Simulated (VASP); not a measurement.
# BaTiO3 in VASP: further runs, part 2 of 2

VASP 6.6.1. Earlier steps stand in the parts before.

### Step 3. Single point, PBE

Contents of INCAR:

```
SYSTEM = BaTiO3
PREC = Accurate ; ENCUT = 400
EDIFF = 1E-7 ; ISMEAR = 0
SIGMA = 0.05 ; LREAL = .False.
LASPH = .True. ; NELM = 100
ALGO = Normal ; ISIF = 2
LWAVE = .False. ; LCHARG = .False.
GGA = PE ; NBANDS = 28
ADDGRID = .False.
```

Contents of KPOINTS:

```
regular mesh
0
Gamma
  6 6 6
  0 0 0
```

Contents of POSCAR:

```
BaTiO3
1.0
    3.9998000000      0.0000000000      0.0000000000
    0.0000000000      3.9998000000      0.0000000000
    0.0000000000      0.0000000000      4.0180000000
Ba Ti O
1 1 3
Direct
    0.0050340000     -0.0151990000     -0.0081960000
    0.5109990000      0.5026790000      0.4796360000
   -0.0079330000      0.4990990000      0.5319510000
    0.5087000000     -0.0034200000      0.5100070000
    0.5274750000      0.4823970000      0.0100750000
```

Potentials or basis: VASP PAW PBE potentials, release 64 (Ba_sv, Ti_sv, O).

Run with:

```sh
> cat potpaw_PBE.64/Ba_sv/POTCAR potpaw_PBE.64/Ti_sv/POTCAR potpaw_PBE.64/O/POTCAR > POTCAR
> mpirun -np 1 vasp_std > vasp.out
```

OUTCAR:

```text
SYSTEM = BaTiO3
   PREC = Accurate
   ENCUT = 400
   EDIFF = 1E-7
   ISMEAR = 0
   LREAL = .False.
   LASPH = .True.
   NELM = 100
   ISIF = 2
   GGA = PE

 Found    112 irreducible k-points:

 Following reciprocal coordinates:
            Coordinates               Weight
  0.000000  0.000000  0.000000      1.000000
  0.166667  0.000000  0.000000      2.000000
  0.000000  0.166667  0.000000      2.000000
  0.333333  0.000000  0.000000      2.000000
  0.000000  0.333333  0.000000      2.000000
  0.500000  0.000000  0.000000      1.000000
   k-points           NKPTS =    112   k-points in BZ     NKDIM =    112   number of bands    NBANDS=     28
   number of dos      NEDOS =    301   number of ions     NIONS =      5
   total plane-waves  NPLWV =  21952
   dimension x,y,z NGX =    28 NGY =   28 NGZ =   28
   dimension x,y,z NGXF=    56 NGYF=   56 NGZF=   56
   ions per type =               1   1   3
   NGX,Y,Z   is equivalent  to a cutoff of  11.64, 11.64, 11.59 a.u.
   NGXF,Y,Z  is equivalent  to a cutoff of  23.28, 23.28, 23.17 a.u.
 SYSTEM =  BaTiO3
   PREC   = accura    normal or accurate (medium, high low for compatibility)
   ISTART =      0    job   : 0-new  1-cont  2-samecut
   ICHARG =      2    charge: 1-file 2-atom 10-const
   ISPIN  =      1    spin polarized calculation?
   LNONCOLLINEAR =      F non collinear calculations
   LSORBIT =      F    spin-orbit coupling
   LASPH  =      T    aspherical Exc in radial PAW
   ENCUT  =  400.0 eV  29.40 Ry    5.42 a.u.   6.52  6.52  6.55*2*pi/ulx,y,z
   NELM   =    100;   NELMIN=  2; NELMDL= -5     # of ELM steps
   EDIFF  = 0.1E-06   stopping-criterion for ELM
   LREAL  =      F    real-space projection
   EDIFFG = 0.1E-05   stopping-criterion for IOM
   NSW    =      0    number of steps for IOM
   IBRION =     -1    ionic relax: 0-MD 1-quasi-New 2-CG
   NFREE  =      0    steps in history (QN), initial steepest desc. (CG)
   ISIF   =      2    stress and relaxation
   ISYM   =      2    0-nonsym 1-usesym 2-fastsym
   POTIM  = 0.5000    time-step for ionic-motion
   TEBEG  =    0.0;   TEEND  =   0.0 temperature during run
   PSTRESS=    0.0 pullay stress
   NELECT =      40.0000    total number of electrons
   NUPDOWN=      -1.0000    fix difference up-down
   EMIN   =  10.00;   EMAX   =-10.00  energy-range for DOS
   EFERMI =   0.00;   METHOD = LEGACY
   ISMEAR =     0;   SIGMA  =   0.05  broadening in eV -4-tet -1-fermi 0-gaus
   EFERMI_NEDOS =   21; number of points for ismear=-14 and -15
   IALGO  =     38    algorithm
   IMIX   =      4    mixing-type and parameters
     AMIX     =   0.40;   BMIX     =  1.00
     AMIX_MAG =   1.60;   BMIX_MAG =  1.00
  volume/ion in A,a.u.               =      12.86        86.76
  Fermi-wavevector in a.u.,A,eV,Ry     =   1.397653  2.641181 26.578078  1.953434
  Thomas-Fermi vector in A             =   2.520888
   LORBIT       =      0    0 simple, 1 ext, 2 COOP (PROOUT), +10 PAW based schemes
   GGA     = PE    functional components
   LHFCALC =     F    Hartree Fock is set to
   AEXX    =    0.0000 exact exchange contribution
   IVDW    =     0    specifies the selected vdW correction
   LEPSILON=     F    determine dielectric tensor
   LRPA    =     F    only Hartree local field effects (RPA)
 non-spin polarized calculation
 Gauss-broadening in eV      SIGMA  =   0.05
  energy-cutoff  :      400.00
  volume of cell :       64.28
 maximum number of plane-waves:      1189
 NGX is ok and might be reduce to    28

 number of electron      39.9999995 magnetization

 Free energy of the ion-electron system (eV)
  ---------------------------------------------------
  ext. energy  EPLUGINS =         0.00000000
  ---------------------------------------------------
  free energy    TOTEN  =       -39.92352753 eV

  energy without entropy =      -39.92352753  energy(sigma->0) =      -39.92352753

 E-fermi :   4.1052     XC(G=0): -11.2369

 val. band max:        3.8247385497   @ k =   0.5000   0.5000   0.5000
 cond. band min:       5.6907330234   @ k =   0.0000   0.0000   0.0000
 fundamental gap:      1.8659944737
 Fermi energy:         4.1052372453

 k-point     1 :       0.0000    0.0000    0.0000
  band No.  band energies     occupation
      1     -52.7269      2.00000
      2     -28.9763      2.00000
      3     -28.9608      2.00000
      4     -28.9490      2.00000
      5     -21.0025      2.00000
      6     -13.0837      2.00000
[... 20 lines left out ...]
     27       8.9608      0.00000
[... 133 lines left out ...]
      6     -13.3162      2.00000
[... 20 lines left out ...]
     27      11.4080      0.00000
     28      12.1303      0.00000

 [... further k-points ...]

------------------------ aborting loop because EDIFF is reached ----------------------------------------

  FORCE on cell =-STRESS in cart. coord.  units (eV):
  Direction    XX          YY          ZZ          XY          YZ          ZX
  --------------------------------------------------------------------------------------
  -------------------------------------------------------------------------------------
  Total       -0.1542551     -0.0816273      0.2776597      0.0446221     -0.0285119     -0.0507998
  in kB       -3.8447116     -2.0345097      6.9204926      1.1121764     -0.7106409     -1.2661531
  external PRESSURE =       0.3470904 kB  Pullay stress =       0.0000000 kB

 VOLUME and BASIS-vectors are now :
 -----------------------------------------------------------------------------
  energy-cutoff  :      400.00
  volume of cell :       64.28
      direct lattice vectors                 reciprocal lattice vectors
     3.999800000  0.000000000  0.000000000     0.250012501  0.000000000  0.000000000
     0.000000000  3.999800000  0.000000000     0.000000000  0.250012501  0.000000000
     0.000000000  0.000000000  4.018000000     0.000000000  0.000000000  0.248880040

 POSITION                                       TOTAL-FORCE (eV/Angst)
 -----------------------------------------------------------------------------------
      0.02013      3.93901      3.98507         0.134735      0.362041      0.146007
      2.04389      2.01062      1.92718         0.310109     -0.203274      0.056192
      3.96807      1.99630      2.13738         0.643537     -0.073591     -0.694765
      2.03470      3.98612      2.04921        -0.355718     -0.370633     -0.231038
      2.10979      1.92949      0.04048        -0.732663      0.285457      0.723604
 -----------------------------------------------------------------------------------
    total drift:                                0.000274      0.000159     -0.000106

  FREE ENERGIE OF THE ION-ELECTRON SYSTEM (eV)
  ---------------------------------------------------
  free  energy   TOTEN  =       -39.9235275340 eV

  energy  without entropy=      -39.9235275340  energy(sigma->0) =      -39.92352753
```

OSZICAR:

```text
N       E                     dE             d eps       ncg     rms          rms(c)
DAV:   1     0.382385957244E+03    0.38239E+03   -0.17986E+04  6272   0.128E+03
DAV:   2    -0.119365460563E+02   -0.39432E+03   -0.37626E+03  7304   0.385E+02
DAV:   3    -0.490352852429E+02   -0.37099E+02   -0.36836E+02  8788   0.119E+02
DAV:   4    -0.506867149308E+02   -0.16514E+01   -0.16482E+01  9456   0.213E+01
DAV:   5    -0.507322481642E+02   -0.45533E-01   -0.45527E-01  8468   0.274E+00    0.230E+01
DAV:   6    -0.401066324372E+02    0.10626E+02   -0.55139E+01  9268   0.663E+01    0.990E+00
DAV:   7    -0.401014030849E+02    0.52294E-02   -0.10352E+01  8604   0.233E+01    0.687E+00
DAV:   8    -0.399174482104E+02    0.18395E+00   -0.63878E-01  7640   0.731E+00    0.344E+00
DAV:   9    -0.399513156720E+02   -0.33867E-01   -0.32427E-01  9220   0.469E+00    0.154E+00
DAV:  10    -0.399266272463E+02    0.24688E-01   -0.15354E-01  7256   0.406E+00    0.507E-01
DAV:  11    -0.399235699704E+02    0.30573E-02   -0.12729E-02  7892   0.695E-01    0.114E-01
DAV:  12    -0.399235554645E+02    0.14506E-04   -0.71722E-04  7412   0.185E-01    0.526E-02
DAV:  13    -0.399235271484E+02    0.28316E-04   -0.29170E-04  7320   0.183E-01    0.271E-02
DAV:  14    -0.399235290905E+02   -0.19421E-05   -0.70417E-05  8320   0.699E-02    0.139E-02
DAV:  15    -0.399235280695E+02    0.10210E-05   -0.17263E-05  7824   0.401E-02    0.781E-03
DAV:  16    -0.399235275459E+02    0.52356E-06   -0.21767E-06  7244   0.146E-02    0.111E-03
DAV:  17    -0.399235275340E+02    0.11967E-07   -0.19066E-07  5924   0.402E-03
   1 F= -.39923528E+02 E0= -.39923528E+02  d E =-.281715E-17
```

It took 2.8 min on 1 thread of Intel Xeon Platinum 8488C (Sapphire Rapids), shared host; peak memory 0.25 GiB.

The run converged, but some of its settings lie outside the range that counts as converged, so its numbers aren't taken as properties of the crystal.

What came out:

```
Free energy            : -39.9235 eV
Largest force          : 1.069 eV/Å
Band gap on the k mesh : 1.87 eV, indirect (least direct gap 2.16 eV)
```

Caveat: the cutoff is under 1.25 times the usual one of these potentials, so pressure, stress and relaxed cells hold a basis-set (Pulay) error; spin-orbit coupling is left out, which moves the levels of the heavy elements.

### Step 4. For comparison

An earlier run on the cell as given: functional PBEsol; potentials or basis VASP PAW PBE potentials, release 64 (Ba_sv, Ti_sv, O); cutoff 520 eV; k mesh 7 × 7 × 7; occupations fermi-dirac, width 0.05 eV; no spin polarisation.

* Pressure: -2.0 GPa
* Largest force: 0.323 eV/Å
* Band gap on the k mesh: 1.82 eV, indirect (least direct gap 2.02 eV)
